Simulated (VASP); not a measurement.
# ZnCu (Pm-3m) in VASP: electric field gradients with PBE

Aim: the electric field gradients of ZnCu with PBE.

Program: VASP 6.6.1. These are calculated values, not measurements. Logs are shortened: lines on timing, memory, paths and dates and some standing lists are left out, and cuts for length are marked.

## 1. The undisturbed crystal

The structure is cubic, space group Pm-3m (No. 221). Conventional cell: a = 2.945 Å, b = 2.945 Å, c = 2.945 Å, α = 90.00°, β = 90.00°, γ = 90.00°. Zn (site symmetry m-3m) has 8 Cu at 2.55 Å as nearest neighbours. Cu (site symmetry m-3m) has 8 Zn at 2.55 Å as nearest neighbours.

## 2. Electric field gradients, PBE (volume scaled by 1.02)

INCAR

```
SYSTEM = ZnCu
PREC     = Accurate       ! precision mode
ENCUT    = 520            ! plane-wave cutoff, eV
EDIFF    = 1E-8           ! SCF threshold, eV
ISMEAR   = -1             ! smearing method
SIGMA    = 0.05           ! smearing width, eV
LREAL    = .FALSE.        ! projectors in reciprocal space
LASPH    = .TRUE.         ! aspherical terms in the spheres
NELM     = 100            ! most SCF steps
ALGO     = Fast           ! electronic algorithm
ISIF     = 2              ! what is computed and relaxed
LWAVE    = .FALSE.        ! write WAVECAR
LCHARG   = .FALSE.        ! write CHGCAR
GGA      = PE             ! functional
LEFG     = .TRUE.       
NBANDS   = 18             ! bands
```

KPOINTS

```
regular mesh
0
G
  14 14 14
  0 0 0
```

POSCAR

```
ZnCu
1.0
    2.9645038796      0.0000000000      0.0000000000
    0.0000000000      2.9645038796      0.0000000000
    0.0000000000      0.0000000000      2.9645038796
Zn Cu
1 1
Direct
    0.5000000000      0.5000000000      0.5000000000
    0.0000000000      0.0000000000      0.0000000000
```

Potentials or basis: VASP PAW PBE potentials, release 64 (Zn, Cu).

Launch:

```sh
cat potpaw_PBE.64/Zn/POTCAR potpaw_PBE.64/Cu/POTCAR > POTCAR
mpirun -np 1 vasp_std > vasp.out
```

OUTCAR:

```text
SYSTEM = ZnCu
   PREC = Accurate
   ENCUT = 520
   EDIFF = 1E-8
   ISMEAR = -1
   LREAL = .FALSE.
   LASPH = .TRUE.
   NELM = 100
   ISIF = 2
   GGA = PE

 ion  position               nearest neighbor table
   1  0.500  0.500  0.500-   2 2.57   2 2.57   2 2.57   2 2.57   2 2.57   2 2.57   2 2.57   2 2.57

   2  0.000  0.000  0.000-   1 2.57   1 2.57   1 2.57   1 2.57   1 2.57   1 2.57   1 2.57   1 2.57

  LATTYP: Found a simple cubic cell.
 ALAT       =     2.9645038796

  Lattice vectors:

 A1 = (   2.9645038796,   0.0000000000,   0.0000000000)
 A2 = (   0.0000000000,   2.9645038796,   0.0000000000)
 A3 = (   0.0000000000,   0.0000000000,   2.9645038796)

Analysis of symmetry for initial positions (statically):
=====================================================================
 Subroutine PRICEL returns:
 Original cell was already a primitive cell.

 Routine SETGRP: Setting up the symmetry group for a
 simple cubic supercell.

 Subroutine GETGRP returns: Found 48 space group operations
 (whereof 48 operations were pure point group operations)
 out of a pool of 48 trial point group operations.

The static configuration has the point symmetry O_h .

Analysis of symmetry for dynamics (positions and initial velocities):
=====================================================================
 Subroutine PRICEL returns:
 Original cell was already a primitive cell.

 Routine SETGRP: Setting up the symmetry group for a
 simple cubic supercell.

 Subroutine GETGRP returns: Found 48 space group operations
 (whereof 48 operations were pure point group operations)
 out of a pool of 48 trial point group operations.

The dynamic configuration has the point symmetry O_h .

 Subroutine INISYM returns: Found 48 space group operations
 (whereof 48 operations are pure point group operations),
 and found     1 'primitive' translations

----------------------------------------------------------------------------------------

                                     Primitive cell

  volume of cell :      26.0529

  direct lattice vectors                    reciprocal lattice vectors
     2.964503880  0.000000000  0.000000000     0.337324571  0.000000000  0.000000000
     0.000000000  2.964503880  0.000000000     0.000000000  0.337324571  0.000000000
     0.000000000  0.000000000  2.964503880     0.000000000  0.000000000  0.337324571

  length of vectors
     2.964503880  2.964503880  2.964503880     0.337324571  0.337324571  0.337324571

  position of ions in fractional coordinates (direct lattice)
     0.500000000  0.500000000  0.500000000
     0.000000000  0.000000000  0.000000000

  ion indices of the primitive-cell ions
   primitive index   ion index
                 1           1
                 2           2

----------------------------------------------------------------------------------------

 KPOINTS: regular mesh

Automatic generation of k-mesh.
 Grid dimensions read from file:
 generate k-points for:   14   14   14

 Generating k-lattice:

  Cartesian coordinates                     Fractional coordinates (reciprocal lattice)
     0.024094612  0.000000000  0.000000000     0.071428571  0.000000000  0.000000000
     0.000000000  0.024094612  0.000000000     0.000000000  0.071428571  0.000000000
     0.000000000  0.000000000  0.024094612     0.000000000  0.000000000  0.071428571

  Length of vectors
     0.024094612  0.024094612  0.024094612

  Shift w.r.t. Gamma in fractional coordinates (k-lattice)
     0.000000000  0.000000000  0.000000000

 Subroutine IBZKPT returns following result:
 ===========================================

 Found    120 irreducible k-points:

 Following reciprocal coordinates:
            Coordinates               Weight
  0.000000  0.000000  0.000000      1.000000
  0.071429  0.000000  0.000000      6.000000
  0.142857  0.000000  0.000000      6.000000
  0.214286  0.000000  0.000000      6.000000
  0.285714  0.000000  0.000000      6.000000
  0.357143  0.000000  0.000000      6.000000
[... 16 lines left out ...]
  0.285714  0.214286  0.000000     24.000000
  0.357143  0.214286  0.000000     24.000000
 [... further k-points ...]
   k-points           NKPTS =    120   k-points in BZ     NKDIM =    120   number of bands    NBANDS=     18
   number of dos      NEDOS =    301   number of ions     NIONS =      2
   total plane-waves  NPLWV =  13824
   dimension x,y,z NGX =    24 NGY =   24 NGZ =   24
   dimension x,y,z NGXF=    48 NGYF=   48 NGZF=   48
   ions per type =               1   1
   NGX,Y,Z   is equivalent  to a cutoff of  13.46, 13.46, 13.46 a.u.
   NGXF,Y,Z  is equivalent  to a cutoff of  26.92, 26.92, 26.92 a.u.
 SYSTEM =  ZnCu
   PREC   = accura    normal or accurate (medium, high low for compatibility)
   ISTART =      0    job   : 0-new  1-cont  2-samecut
   ICHARG =      2    charge: 1-file 2-atom 10-const
   ISPIN  =      1    spin polarized calculation?
   LNONCOLLINEAR =      F non collinear calculations
   LSORBIT =      F    spin-orbit coupling
   LASPH  =      T    aspherical Exc in radial PAW
   ENCUT  =  520.0 eV  38.22 Ry    6.18 a.u.   5.51  5.51  5.51*2*pi/ulx,y,z
   NELM   =    100;   NELMIN=  2; NELMDL= -5     # of ELM steps
   EDIFF  = 0.1E-07   stopping-criterion for ELM
   LREAL  =      F    real-space projection
   EDIFFG = 0.1E-06   stopping-criterion for IOM
   NSW    =      0    number of steps for IOM
   IBRION =     -1    ionic relax: 0-MD 1-quasi-New 2-CG
   NFREE  =      0    steps in history (QN), initial steepest desc. (CG)
   ISIF   =      2    stress and relaxation
   ISYM   =      2    0-nonsym 1-usesym 2-fastsym
   POTIM  = 0.5000    time-step for ionic-motion
   TEBEG  =    0.0;   TEEND  =   0.0 temperature during run
   PSTRESS=    0.0 pullay stress
   NELECT =      23.0000    total number of electrons
   NUPDOWN=      -1.0000    fix difference up-down
   EMIN   =  10.00;   EMAX   =-10.00  energy-range for DOS
   EFERMI =   0.00;   METHOD = LEGACY
   ISMEAR =    -1;   SIGMA  =   0.05  broadening in eV -4-tet -1-fermi 0-gaus
   EFERMI_NEDOS =   21; number of points for ismear=-14 and -15
   IALGO  =     68    algorithm
   IMIX   =      4    mixing-type and parameters
     AMIX     =   0.40;   BMIX     =  1.00
     AMIX_MAG =   1.60;   BMIX_MAG =  1.00
  volume/ion in A,a.u.               =      13.03        87.91
  Fermi-wavevector in a.u.,A,eV,Ry     =   1.570479  2.967775 33.557460  2.466404
  Thomas-Fermi vector in A             =   2.672206
   LORBIT       =      0    0 simple, 1 ext, 2 COOP (PROOUT), +10 PAW based schemes
   GGA     = PE    functional components
   LHFCALC =     F    Hartree Fock is set to
   AEXX    =    0.0000 exact exchange contribution
   IVDW    =     0    specifies the selected vdW correction
   LEPSILON=     F    determine dielectric tensor
   LRPA    =     F    only Hartree local field effects (RPA)
 non-spin polarized calculation
 RMM-DIIS sequential band-by-band and
  energy-cutoff  :      520.00
  volume of cell :       26.05
 maximum number of plane-waves:       739
 NGX is ok and might be reduce to    24

 number of electron      23.0000020 magnetization

 Free energy of the ion-electron system (eV)
  ---------------------------------------------------
  ext. energy  EPLUGINS =         0.00000000
  ---------------------------------------------------
  free energy    TOTEN  =        -5.01799053 eV

  energy without entropy =       -5.01499871  energy(sigma->0) =       -5.01649462

 E-fermi :   5.3686     XC(G=0): -12.2915

 val. band max:        5.2880827560   @ k =   0.5000   0.5000   0.2143
 cond. band min:       5.3805540892   @ k =   0.4286   0.3571   0.2143
 fundamental gap:      0.0924713332
 Fermi energy:         5.3686367218

 k-point     1 :       0.0000    0.0000    0.0000
  band No.  band energies     occupation
      1      -4.8317      2.00000
      2      -2.4312      2.00000
      3      -2.4312      2.00000
      4      -1.7681      2.00000
      5      -1.7681      2.00000
      6      -1.7681      2.00000
[... 10 lines left out ...]
     17      17.3205      0.00000
     18      28.5992      0.00000

 k-point     2 :       0.0714    0.0000    0.0000
  band No.  band energies     occupation
      1      -4.7405      2.00000
      2      -2.4212      2.00000
      3      -2.4120      2.00000
      4      -1.7760      2.00000
      5      -1.7760      2.00000
      6      -1.7642      2.00000
[... 10 lines left out ...]
     17      17.9915      0.00000
     18      27.7058      0.00000

 k-point     3 :       0.1429    0.0000    0.0000
  band No.  band energies     occupation
      1      -4.4701      2.00000
      2      -2.3928      2.00000
      3      -2.3557      2.00000
      4      -1.7982      2.00000
      5      -1.7982      2.00000
      6      -1.7535      2.00000
[... 10 lines left out ...]
     17      20.0852      0.00000
     18      25.8831      0.00000

 k-point     4 :       0.2143    0.0000    0.0000
  band No.  band energies     occupation
      1      -4.0319      2.00000
      2      -2.3513      2.00000
      3      -2.2643      2.00000
      4      -1.8301      2.00000
      5      -1.8301      2.00000
      6      -1.7380      2.00000
[... 375 lines left out ...]
      4      -1.8611      2.00000
      5      -1.8399      2.00000
      6      -1.7922      2.00000
[... 10 lines left out ...]
     17      22.7624      0.00000
     18      23.8848      0.00000

 k-point    23 :       0.2857    0.2143    0.0000
  band No.  band energies     occupation
      1      -2.8763      2.00000
      2      -2.2472      2.00000
      3      -2.0501      2.00000
      4      -1.8933      2.00000
      5      -1.8084      2.00000
      6      -1.7088      2.00000
[... 10 lines left out ...]
     17      22.5306      0.00000
     18      23.0837      0.00000

 k-point    24 :       0.3571    0.2143    0.0000
  band No.  band energies     occupation
      1      -2.5500      2.00000
      2      -2.2455      2.00000
      3      -2.0079      2.00000
      4      -1.9275      2.00000
      5      -1.8175      2.00000
      6      -1.2574      2.00000
[... 10 lines left out ...]
     17      20.9432      0.00000
     18      21.9019      0.00000

 [... further k-points ...]
[... 5 lines left out ...]
  --------------------------------------------------------------------------------------
  -------------------------------------------------------------------------------------
  Total        0.0657532      0.0657532      0.0657532     -0.0000000     -0.0000000      0.0000000
  in kB        4.0436294      4.0436294      4.0436294     -0.0000000     -0.0000000      0.0000000
  external PRESSURE =       4.0436294 kB  Pullay stress =       0.0000000 kB

 VOLUME and BASIS-vectors are now :
 -----------------------------------------------------------------------------
  energy-cutoff  :      520.00
  volume of cell :       26.05
      direct lattice vectors                 reciprocal lattice vectors
     2.964503880  0.000000000  0.000000000     0.337324571  0.000000000  0.000000000
     0.000000000  2.964503880  0.000000000     0.000000000  0.337324571  0.000000000
     0.000000000  0.000000000  2.964503880     0.000000000  0.000000000  0.337324571

 POSITION                                       TOTAL-FORCE (eV/Angst)
 -----------------------------------------------------------------------------------
      1.48225      1.48225      1.48225         0.000000      0.000000      0.000000
      0.00000      0.00000      0.00000         0.000000      0.000000      0.000000
 -----------------------------------------------------------------------------------
    total drift:                                0.000000      0.000000     -0.000000

  FREE ENERGIE OF THE ION-ELECTRON SYSTEM (eV)
  ---------------------------------------------------
  free  energy   TOTEN  =        -5.0179905265 eV

  energy  without entropy=       -5.0149987091  energy(sigma->0) =       -5.01649462

 Electric field gradients (V/A^2)
---------------------------------------------------------------------
 ion       V_xx      V_yy      V_zz      V_xy      V_xz      V_yz
---------------------------------------------------------------------
   1       0.000    -0.000     0.000     0.000     0.000    -0.000
   2       0.000     0.000     0.000     0.000     0.000     0.000
---------------------------------------------------------------------

 Electric field gradients after diagonalization (V/A^2)
 (convention: |V_zz| > |V_xx| > |V_yy|)
----------------------------------------------------------------------
 ion       V_xx      V_yy      V_zz     asymmetry (V_yy - V_xx)/ V_zz
----------------------------------------------------------------------
   1      -0.000     0.000     0.000       0.703
   2       0.000     0.000     0.000      -0.597
----------------------------------------------------------------------

           NMR quadrupolar parameters

 Cq : quadrupolar parameter    Cq=e*Q*V_zz/h
 eta: asymmetry parameters     (V_yy - V_xx)/ V_zz
 Q  : nuclear electric quadrupole moment in mb (millibarn)
----------------------------------------------------------------------
 ion       Cq(MHz)       eta       Q (mb)
----------------------------------------------------------------------
   1       0.000       0.703       1.000
   2       0.000      -0.597       1.000
----------------------------------------------------------------------
```

It took 46 s on 1 thread of Intel Xeon Platinum 8488C (Sapphire Rapids), shared host; peak memory 0.18 GiB.

Results:

```yaml
Free_energy: -5.0180 eV
Pressure: 0.4 GPa
Band_gap_on_the_k_mesh: none (metal or under the smearing width)
```

Electric field gradients, principal values (V/Å²):
```tsv
atom	Vxx	Vyy	Vzz
1 Zn	0.000	0.000	0.000
2 Cu	0.000	0.000	0.000
```
